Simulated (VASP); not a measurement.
# From VASP inputs to Ansatz: PtS₂ (distorted 1T (CdI2) bulk)

INCAR

```
NSW = 0
NELM = 120
IBRION = -1
SIGMA = 0.02
EDIFF = 1E-7
LCHARG = .FALSE.
PREC = Accurate
ENCUT = 520
NBANDS = 18
ISIF = 2
LREAL = .FALSE.
ISMEAR = -1
LWAVE = .FALSE.
LASPH = .TRUE.
GGA = PS
```

KPOINTS

```
KPOINTS created by Atomic Simulation Environment
0
Gamma
8 8 4
0 0 0
```

POSCAR

```
Pt S
 1.0000000000000000
     3.4882000000000000    0.0573000000000000    0.0154000000000000
    -1.6944999999999999    3.0333999999999999    0.0179000000000000
     0.0223000000000000    0.0427000000000000    5.0212000000000003
 Pt  S
   1   2
Cartesian
  1.8009327300000000  2.9371294599999995  0.1028502600000000
  0.1553428500000001  2.0813943600000000  1.1747026500000000
  1.8920712800000004  0.9342286500000000  4.1283381500000003
```

VASP ran with the recommended PBE PAW datasets (22 valence electrons in the cell).

Task: Translate these files to an Ansatz input.

Result: 

```yaml
crystal:
  lattice:
    - [3.4882, 0.0573, 0.0154]
    - [-1.6945, 3.0334, 0.0179]
    - [0.0223, 0.0427, 5.0212]
  atoms:
    - { symbol: Pt, position: [0.9775, 0.9496, 0.0141] }
    - { symbol: S, position: [0.3714, 0.6759, 0.2304] }
    - { symbol: S, position: [0.675, 0.2837, 0.8191] }
kpoints:
  mp_grid: { grid: [8, 8, 4] }
hamiltonian:
  xc: pbesol
scf:
  occupations: { method: fermi_dirac, width: 0.02 }
  n_extra_bands: 4
output:
  forces: true
  stress: true
  eigenvalues: true
```

Other inputs would serve too.

```csv
,VASP,Ansatz
gap between bands v and c on the k mesh,0.61 eV,0.61 eV
least direct gap on the k mesh,0.85 eV,0.85 eV
pressure,25.9 GPa,26.2 GPa
largest force,4.61 eV/Å,4.62 eV/Å
```

Datasets and cutoffs are each program's own. VASP's cell holds 22 valence electrons and Ansatz's 30. Ansatz's stress includes a Pulay correction; VASP's doesn't.
